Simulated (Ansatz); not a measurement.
input.yaml

```yaml
crystal:
  lattice:
    - [3.1310814759, 0.0, 0.0]
    - [0.0, 3.3184649357, 0.0]
    - [0.0, 0.0, 4.7828138076]
  atoms:
    - { symbol: Si, position: [0.5, 0.5, 0.8421874501] }
    - { symbol: Si, position: [0.0, 0.0, 0.1578125499] }
    - { symbol: Ni, position: [0.5, 0.5, 0.3410445521] }
    - { symbol: Ni, position: [0.0, 0.0, 0.6589554479] }
basis:
  ecutwfc: 420
kpoints:
  mp_grid: { grid: [14, 12, 10] }
hamiltonian:
  xc: pbe
scf:
  occupations: { method: gaussian, width: 0.1 }
output:
  forces: true
  stress: true
  eigenvalues: true
relax:
  adjacent_minimum: "off"
  f_tol: 0.01
  max_steps: 30
  cell: { stress_tol: 0.1, fix: [volume] }
```

Launched with
```bash
ansatz run input.yaml --threads 1 --pin off --max-ram 2560MiB --backend cpu --events-out ev --progress --plain --runs-dir out
```

These are results of DFT PBE, scalar-relativistic, plane waves, PAW in Ansatz, not measurements.

From the run's log, abridged:

```
Pseudopotentials: kind: paw
Pseudopotential: Si, paw, valence charge 4, recommended cutoff 420 eV (normal)
Pseudopotential: Ni, paw, valence charge 18, recommended cutoff 420 eV (normal)
Functional definition: PBE
Crystal: 4 atoms, lattice volume = 49.695 Å³
Basis set: ecut = 420 eV, 967 PW (Γ), exchange–correlation on 48×48×64 points (8 copies of the dense FFT grid, shifted against one another)
Bands: 27, of which v1, the nominal top of the filled ones, is band 22 counted from 1 (21 counted from 0)
Symmetry: 8 space group operations
Space group: Pmmn (ITA 59), of the structure as read, at distance tolerance 3.7e-5 Å
k-points: 336 of 1680
Initial density: superposition of atomic densities (neutral atoms: chi_scale 0, normalization atom), corrected by the library's trained network
Initial wavefunctions: pseudopotential atomic-orbital guess
Functional: x = pbe(κ = 0.804, μ = 0.21951497), c = pbe(β = 0.06672455)
SCF iter   1: F=—  HF=-12952.798419 eV  |F-HF|=—  |Δ(HF+E_count)|=         —  Δρ=4.58e-3  dr2=3.83e-3  ethr=1.77e-3  ⟨swp⟩=5.2  Hψ=38001  notcnv=0
SCF iter   2: F=—  HF=-12952.797647 eV  |F-HF|=—  |Δ(HF+E_count)|=   7.72e-4  Δρ=2.28e-3  dr2=1.36e-3  ethr=8.71e-6  ⟨swp⟩=2.0  Hψ=15926  notcnv=0
SCF iter   3: F=—  HF=-12952.797355 eV  |F-HF|=—  |Δ(HF+E_count)|=   2.92e-4  Δρ=5.21e-4  dr2=1.04e-4  ethr=3.08e-6  ⟨swp⟩=2.5  Hψ=13245  notcnv=0
SCF iter   4: F=—  HF=-12952.797342 eV  |F-HF|=—  |Δ(HF+E_count)|=   1.34e-5  Δρ=1.74e-4  dr2=1.46e-5  ethr=2.37e-7  ⟨swp⟩=2.4  Hψ=14532  notcnv=0
SCF iter   5: F=—  HF=-12952.797361 eV  |F-HF|=—  |Δ(HF+E_count)|=   1.98e-5  Δρ=1.09e-4  dr2=4.46e-6  ethr=3.33e-8  ⟨swp⟩=2.1  Hψ=14200  notcnv=0
SCF iter   6: F=—  HF=-12952.797361 eV  |F-HF|=—  |Δ(HF+E_count)|=   4.26e-7  Δρ=2.64e-5  dr2=3.38e-7  ethr=1.01e-8  ⟨swp⟩=1.1  Hψ=8950  notcnv=0
SCF iter   7: F=-12952.797361 eV  HF=-12952.797361 eV  |F-HF|=3.49e-9  |Δ(HF+E_count)|=   5.96e-8  Δρ=3.02e-6  dr2=6.64e-9  ethr=2.27e-10  ⟨swp⟩=6.1  Hψ=37821  notcnv=0
SCF 1 converged in 7 iterations: F = -12952.797361 eV  dr2 = 6.64e-9
relax step   1: F+E_penalty+E_count = -12952.79736094 eV  Δ(F+E_penalty+E_count) = +0.000e0 eV  max|allowed force component| = 6.645e-2 eV/Å  Δτ_max = 0.0000 Å  P = -8.914 GPa  Ω = 49.695 Å³  fix = [volume]  reactions: volume -8.914 GPa (7 SCF iters, dr2 threshold 1.00e-7 eV, accepted)
Initial density: handed on by an earlier stage of this run
Initial wavefunctions: those handed on with the density
SCF iter   1: F=—  HF=-12952.798737 eV  |F-HF|=—  |Δ(HF+E_count)|=         —  Δρ=8.79e-4  dr2=3.68e-4  ethr=7.77e-7  ⟨swp⟩=2.0  Hψ=43935  notcnv=0
SCF iter   2: F=—  HF=-12952.798728 eV  |F-HF|=—  |Δ(HF+E_count)|=   9.14e-6  Δρ=3.82e-4  dr2=9.93e-5  ethr=7.77e-7  ⟨swp⟩=1.0  Hψ=9072  notcnv=0
SCF iter   3: F=—  HF=-12952.798710 eV  |F-HF|=—  |Δ(HF+E_count)|=   1.81e-5  Δρ=1.73e-4  dr2=1.75e-5  ethr=2.26e-7  ⟨swp⟩=2.5  Hψ=13324  notcnv=0
SCF iter   4: F=—  HF=-12952.798707 eV  |F-HF|=—  |Δ(HF+E_count)|=   2.73e-6  Δρ=3.84e-5  dr2=7.23e-7  ethr=3.98e-8  ⟨swp⟩=2.6  Hψ=12779  notcnv=0
SCF iter   5: F=-12952.798707 eV  HF=-12952.798707 eV  |F-HF|=1.50e-8  |Δ(HF+E_count)|=   1.98e-7  Δρ=7.12e-6  dr2=2.83e-8  ethr=1.64e-9  ⟨swp⟩=2.3  Hψ=13035  notcnv=0
SCF iter   6: F=-12952.798707 eV  HF=-12952.798707 eV  |F-HF|=3.52e-9  |Δ(HF+E_count)|=   1.94e-9  Δρ=3.19e-6  dr2=6.30e-9  ethr=6.43e-11  ⟨swp⟩=2.0  Hψ=28020  notcnv=0
SCF 2 converged in 6 iterations: F = -12952.798707 eV  dr2 = 6.30e-9
relax step   2: F+E_penalty+E_count = -12952.79870696 eV  Δ(F+E_penalty+E_count) = -1.346e-3 eV  max|allowed force component| = 2.028e-2 eV/Å  Δτ_max = 0.0037 Å  P = -8.707 GPa  Ω = 49.695 Å³  energy of the carried Pulay correction = +4.235e-18 eV  fix = [volume]  reactions: volume -8.707 GPa (6 SCF iters, dr2 threshold 4.00e-7 eV, accepted)
Basis set: ecut = 420 eV, 975 PW (Γ), exchange–correlation on 48×48×64 points (8 copies of the dense FFT grid, shifted against one another)
SCF iter   1: F=—  HF=-12952.799179 eV  |F-HF|=—  |Δ(HF+E_count)|=         —  Δρ=6.85e-4  dr2=1.94e-4  ethr=3.78e-7  ⟨swp⟩=2.0  Hψ=43542  notcnv=0
SCF iter   2: F=—  HF=-12952.799185 eV  |F-HF|=—  |Δ(HF+E_count)|=   6.61e-6  Δρ=3.17e-4  dr2=5.43e-5  ethr=3.78e-7  ⟨swp⟩=1.0  Hψ=9072  notcnv=0
SCF iter   3: F=—  HF=-12952.799174 eV  |F-HF|=—  |Δ(HF+E_count)|=   1.15e-5  Δρ=1.39e-4  dr2=9.32e-6  ethr=1.23e-7  ⟨swp⟩=2.4  Hψ=13806  notcnv=0
SCF iter   4: F=-12952.799172 eV  HF=-12952.799172 eV  |F-HF|=1.86e-7  |Δ(HF+E_count)|=   1.62e-6  Δρ=2.84e-5  dr2=3.50e-7  ethr=2.12e-8  ⟨swp⟩=2.7  Hψ=13044  notcnv=0
SCF iter   5: F=-12952.799172 eV  HF=-12952.799172 eV  |F-HF|=1.25e-8  |Δ(HF+E_count)|=   8.63e-8  Δρ=6.32e-6  dr2=1.89e-8  ethr=7.95e-10  ⟨swp⟩=2.5  Hψ=14713  notcnv=0
SCF iter   6: F=-12952.799172 eV  HF=-12952.799172 eV  |F-HF|=1.49e-9  |Δ(HF+E_count)|=  7.66e-10  Δρ=2.29e-6  dr2=3.24e-9  ethr=4.29e-11  ⟨swp⟩=1.9  Hψ=27996  notcnv=0
SCF 3 converged in 6 iterations: F = -12952.799172 eV  dr2 = 3.24e-9
relax step   3: F+E_penalty+E_count = -12952.79917211 eV  Δ(F+E_penalty+E_count) = -4.652e-4 eV  max|allowed force component| = 1.171e-2 eV/Å  Δτ_max = 0.0017 Å  P = -8.539 GPa  Ω = 49.695 Å³  fix = [volume]  reactions: volume -8.539 GPa (6 SCF iters, dr2 threshold 4.00e-7 eV, accepted)
SCF iter   1: F=—  HF=-12952.799257 eV  |F-HF|=—  |Δ(HF+E_count)|=         —  Δρ=3.42e-4  dr2=2.43e-5  ethr=5.01e-8  ⟨swp⟩=3.0  Hψ=50603  notcnv=0
SCF iter   2: F=—  HF=-12952.799285 eV  |F-HF|=—  |Δ(HF+E_count)|=   2.71e-5  Δρ=1.86e-4  dr2=9.67e-6  ethr=5.01e-8  ⟨swp⟩=1.0  Hψ=9072  notcnv=0
SCF iter   3: F=—  HF=-12952.799283 eV  |F-HF|=—  |Δ(HF+E_count)|=   1.09e-6  Δρ=2.63e-5  dr2=3.22e-7  ethr=2.20e-8  ⟨swp⟩=2.8  Hψ=14045  notcnv=0
SCF iter   4: F=-12952.799283 eV  HF=-12952.799283 eV  |F-HF|=2.20e-8  |Δ(HF+E_count)|=   6.56e-8  Δρ=8.59e-6  dr2=2.67e-8  ethr=7.32e-10  ⟨swp⟩=2.4  Hψ=13539  notcnv=0
SCF iter   5: F=-12952.799283 eV  HF=-12952.799283 eV  |F-HF|=3.43e-9  |Δ(HF+E_count)|=   3.53e-9  Δρ=3.56e-6  dr2=3.81e-9  ethr=6.07e-11  ⟨swp⟩=2.2  Hψ=13308  notcnv=0
SCF iter   6: F=-12952.799283 eV  HF=-12952.799283 eV  |F-HF|=6.73e-11  |Δ(HF+E_count)|=  6.48e-10  Δρ=6.93e-7  dr2=2.32e-10  ethr=8.66e-12  ⟨swp⟩=2.3  Hψ=28587  notcnv=0
SCF 4 converged in 6 iterations: F = -12952.799283 eV  dr2 = 2.32e-10
relax step   4: F+E_penalty+E_count = -12952.79928334 eV  Δ(F+E_penalty+E_count) = -1.112e-4 eV  max|allowed force component| = 6.491e-3 eV/Å  Δτ_max = 0.0008 Å  P = -8.525 GPa  Ω = 49.695 Å³  energy of the carried Pulay correction = -2.118e-18 eV  fix = [volume]  reactions: volume -8.525 GPa (6 SCF iters, dr2 threshold 3.52e-8 eV, accepted)
Initial wavefunctions: pseudopotential atomic-orbital guess (no wavefunctions were taken with the density)
SCF iter   1: F=—  HF=-12952.799173 eV  |F-HF|=—  |Δ(HF+E_count)|=         —  Δρ=2.36e-4  dr2=5.76e-7  ethr=4.63e-7  ⟨swp⟩=2.9  Hψ=58132  notcnv=0
SCF iter   2: F=—  HF=-12952.799257 eV  |F-HF|=—  |Δ(HF+E_count)|=   8.39e-5  Δρ=1.20e-4  dr2=1.55e-7  ethr=1.31e-9  ⟨swp⟩=2.0  Hψ=15396  notcnv=0
SCF iter   3: F=—  HF=-12952.799275 eV  |F-HF|=—  |Δ(HF+E_count)|=   1.84e-5  Δρ=6.53e-6  dr2=9.43e-9  ethr=3.51e-10  ⟨swp⟩=1.0  Hψ=9072  notcnv=0
SCF iter   4: F=—  HF=-12952.799275 eV  |F-HF|=—  |Δ(HF+E_count)|=   9.08e-9  Δρ=1.00e-6  dr2=2.55e-10  ethr=2.14e-11  ⟨swp⟩=2.0  Hψ=12203  notcnv=0
SCF iter   5: F=-12952.799275 eV  HF=-12952.799275 eV  |F-HF|=2.55e-11  |Δ(HF+E_count)|=  1.82e-11  Δρ=4.49e-7  dr2=5.87e-11  ethr=1.00e-12  ⟨swp⟩=1.3  Hψ=9219  notcnv=0
SCF iter   6: F=-12952.799275 eV  HF=-12952.799275 eV  |F-HF|=1.82e-12  |Δ(HF+E_count)|=  5.46e-12  Δρ=5.00e-8  dr2=1.52e-12  ethr=1.00e-12  ⟨swp⟩=3.0  Hψ=32159  notcnv=0
SCF 5 converged in 6 iterations: F = -12952.799275 eV  dr2 = 1.52e-12
SCF converged after 6 iterations
Free energy (F): -12952.799275 eV
Harris-Foulkes:  -12952.799275 eV  (|F-HF|=1.82e-12)
Internal energy: -12952.793419 eV  (E = F + TS)
E sigma→0 (E₀):  -12952.796347 eV
Entropy (-TS):   -0.005856 eV (-1.464 meV/atom)
Fermi energy:    14.455235 eV
--- Per-component energies (eV) ---
  E_band       = -657.937238
  E_kinetic    = 651.549428
  E_local      = -9085.876043  (includes V_loc(G=0)·N_el)
  E_nonlocal   = 1322.315376
  E_hartree    = 3915.845041
  E_xc         = -282.361538
  E_vxc        = -315.521408  (∫ρ·V_xc dr)
  E_paw        = -4288.059553  (= ΣΔE_a)
  E_vpaw       = -1062.095568  (= ΣTr[D̂ρ^β])
  E_aug_tail   = 0.001016  (compensation charges beyond the density's cutoff)
  E_ewald      = -5186.207147
  E_smearing   = -0.005856  (= −TS)
--- Forces (eV/Å), atoms counted from 1 ---
  atom   1  Si     0.00000000     0.00000000     0.00610441
  atom   2  Si     0.00000000     0.00000000    -0.00610441
  atom   3  Ni     0.00000000     0.00000000     0.00647504
  atom   4  Ni     0.00000000     0.00000000    -0.00647504
--- Stress (GPa, compression-positive) ---
       -8.458556       0.000000       0.000000
        0.000000      -8.514319       0.000000
        0.000000       0.000000      -8.601745
  P = ⅓ Tr σ = -8.5249 GPa (-85.249 kbar)
--- Band table (eV; the first three rows and the last of 336) ---
  k-point 0: bands = ["-89.3135", "-89.3079", "-49.8249", "-49.8061", "-49.6931", "-49.6694", "-49.6567", "-49.6357", "1.2305", "6.7518", "8.4662", "10.7242", "11.3002", "11.6042", "11.8509", "12.0522", "12.0994", "12.1600", "12.2934", "12.6239", "12.6240", "13.7137", "14.7088", "17.2986", "19.1787", "19.6731", "20.4530"]
  k-point 1: bands = ["-89.3135", "-89.3079", "-49.8249", "-49.8061", "-49.6931", "-49.6694", "-49.6567", "-49.6357", "1.2833", "6.4155", "8.6787", "10.7426", "11.2853", "11.6006", "11.8550", "12.0613", "12.0845", "12.1039", "12.2515", "12.6195", "12.8566", "13.8640", "14.8316", "17.2518", "19.1708", "19.3724", "20.1905"]
  k-point 2: bands = ["-89.3135", "-89.3079", "-49.8249", "-49.8063", "-49.6930", "-49.6694", "-49.6567", "-49.6357", "1.4349", "5.7437", "9.0238", "10.7928", "11.2439", "11.5904", "11.8661", "11.9930", "12.0200", "12.0512", "12.1550", "12.6076", "13.5707", "14.2531", "15.1671", "17.1304", "18.6948", "19.1505", "19.5739"]
  k-point 335: bands = ["-89.3102", "-89.3102", "-49.8149", "-49.8149", "-49.6899", "-49.6899", "-49.6473", "-49.6473", "7.3116", "7.3116", "8.2652", "8.2652", "9.8507", "9.8507", "11.1366", "11.1366", "12.0170", "12.0170", "12.6810", "12.6810", "12.9088", "12.9088", "14.1551", "14.1551", "15.1784", "15.1784", "22.7238"]
--- Relaxed structure (4 steps of the walk, 4 accepted, 1 SCFs on fresh bases) ---
  F+E_penalty+E_count = -12952.79927503 eV   max|allowed force component| = 6.475e-3 eV/Å   (the final SCF, on the basis selected at the relaxed cell)
  cell:  # Å, volume = 49.6953 Å³
    - [3.15711348, 0.0, 0.0]
    - [0.0, 3.30574087, 0.0]
    - [0.0, 0.0, 4.76163471]
  atoms:
    - { symbol: Si, position: [0.5, 0.5, 0.84146182] }
    - { symbol: Si, position: [0.0, 0.0, 0.15853817] }
    - { symbol: Ni, position: [0.5, 0.5, 0.34007470] }
    - { symbol: Ni, position: [0.0, 0.0, 0.65992529] }
```

The relaxation met its thresholds.